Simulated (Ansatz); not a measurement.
# Molecular dynamics of Si16Ge

Input:

```yaml
accuracy: low
crystal:
  lattice:
    - [0.0, 5.43, 5.43]
    - [5.43, 0.0, 5.43]
    - [5.43, 5.43, 0.0]
  atoms:
    - { symbol: Si, position: [0.11198595, -0.11801001, -0.03484765] }
    - { symbol: Si, position: [0.2196372, 0.01957795, 0.09902258] }
    - { symbol: Si, position: [0.01650744, -0.04628887, 0.48636152] }
    - { symbol: Si, position: [0.26445907, -0.05736388, 0.60707612] }
    - { symbol: Si, position: [0.07019007, 0.3850906, -0.02778003] }
    - { symbol: Si, position: [0.24997189, 0.55747659, -0.00248606] }
    - { symbol: Si, position: [-0.09972754, 0.25826121, 0.70188976] }
    - { symbol: Si, position: [0.10226923, 0.58082989, 0.57104944] }
    - { symbol: Si, position: [0.58632197, -0.03114239, 0.01697425] }
    - { symbol: Si, position: [0.74536963, -0.04085169, 0.22268686] }
    - { symbol: Si, position: [0.49117608, 0.10971749, 0.52399961] }
    - { symbol: Si, position: [0.63905519, 0.18311312, 0.64784114] }
    - { symbol: Si, position: [0.62516672, 0.50016655, -0.13451799] }
    - { symbol: Si, position: [0.70182177, 0.55225141, 0.10356038] }
    - { symbol: Si, position: [0.4772169, 0.51741227, 0.46282854] }
    - { symbol: Si, position: [0.61985574, 0.6907835, 0.52441176] }
    - { symbol: Ge, position: [0.19614051, 0.38173211, 0.34429506] }
basis:
  ecutwfc: 420.0
kpoints:
  mp_grid: { grid: [2, 2, 2] }
hamiltonian:
  xc: lda
  pseudopotentials: { kind: paw, azcp: { folder: soft_1 } }
scf:
  occupations: { method: fermi_dirac, width: 0.05 }
  lower_state_search: "off"
md:
  timestep: 3.0
  n_steps: 300
  ensemble: nvt_langevin
  temperature: 1680.0
  initial_velocities: maxwell_boltzmann
  seed: 776921
  friction: 0.005
```

Run as:

```bash
$ ansatz run input.yaml --threads 1 --pin off --max-ram 3072MiB --backend cpu --events-out ev --progress --plain --runs-dir out
```

It goes on from the last frame of an earlier run, with new velocities.

Output, in part (step lines):

```
md step     0: t =     0.00 fs  T =  1581.2 K  F+E_penalty+E_count = -13946.85229205 eV  E_kin = 3.474509 eV  (10 SCF iters)
md step     1: t =     3.00 fs  T =  1575.7 K  F+E_penalty+E_count = -13946.92274061 eV  E_kin = 3.462569 eV  (7 SCF iters)
md step     2: t =     6.00 fs  T =  1621.0 K  F+E_penalty+E_count = -13947.02133865 eV  E_kin = 3.562015 eV  (8 SCF iters)
md step     3: t =     9.00 fs  T =  1623.9 K  F+E_penalty+E_count = -13947.11658867 eV  E_kin = 3.568373 eV  (8 SCF iters)
md step     4: t =    12.00 fs  T =  1694.3 K  F+E_penalty+E_count = -13947.15800899 eV  E_kin = 3.722990 eV  (8 SCF iters)
md step     5: t =    15.00 fs  T =  1610.5 K  F+E_penalty+E_count = -13947.13004555 eV  E_kin = 3.538871 eV  (6 SCF iters)
md step     6: t =    18.00 fs  T =  1515.3 K  F+E_penalty+E_count = -13947.03388039 eV  E_kin = 3.329851 eV  (6 SCF iters)
md step     7: t =    21.00 fs  T =  1388.4 K  F+E_penalty+E_count = -13946.88377353 eV  E_kin = 3.050961 eV  (6 SCF iters)
[... lines left out ...]
md step   300: t =   900.00 fs  T =  2501.9 K  F+E_penalty+E_count = -13943.08667363 eV  E_kin = 5.497649 eV  (8 SCF iters)
```

The steps, from the saved trajectory:

```tsv
time (fs)	T (K)	potential energy less start (eV)
0	1581	0.000
30	1072	0.553
60	1000	1.203
90	1478	0.572
120	852	1.741
150	1694	0.341
180	1096	1.333
210	1281	1.188
240	1025	1.639
270	1425	1.149
300	1036	1.783
330	1085	1.091
360	988	0.998
390	928	0.818
420	1412	0.554
450	977	1.195
480	1053	1.985
510	1220	2.119
540	1141	1.965
570	1010	1.874
600	1563	1.563
630	1576	2.074
660	1921	1.783
690	1781	2.366
720	2298	2.489
750	2310	3.009
780	2154	3.234
810	2702	2.541
840	2524	3.281
870	2724	3.789
900	2502	3.766
```

The run went to its last step. A run of 0.9 ps of so small a system gives no equilibrium averages. Limits of this set-up: coarse k mesh, PAW files made for another functional, a small cell, in which the defect meets its images, low accuracy level.

Mean squared displacements from the first frame to the last, about the centre of mass: Si 6.39 Å², Ge 21.98 Å².

Last frame:

```xyz
17
Lattice="0.0000 5.4300 5.4300 5.4300 0.0000 5.4300 5.4300 5.4300 0.0000" Properties=species:S:1:pos:R:3
Si 1.116 -3.251 0.224
Si 4.163 -2.020 0.639
Si 4.766 1.208 -0.941
Si 4.113 4.740 -1.033
Si 5.712 -1.098 2.824
Si 3.032 -0.134 2.165
Si 7.508 -0.137 1.949
Si 6.769 3.226 2.580
Si 2.570 1.166 -0.048
Si 0.166 4.897 6.985
Si 5.136 7.710 2.451
Si 6.260 5.195 3.725
Si 3.285 1.080 5.418
Si 7.391 1.704 7.805
Si 6.513 3.446 5.096
Si 8.882 3.403 7.207
Ge 1.882 4.411 4.888
```

The run took 13 min on 1 thread of Intel(R) Xeon(R) 6975P-C (Granite Rapids), with other jobs on the host, peak memory 0.76 GiB.
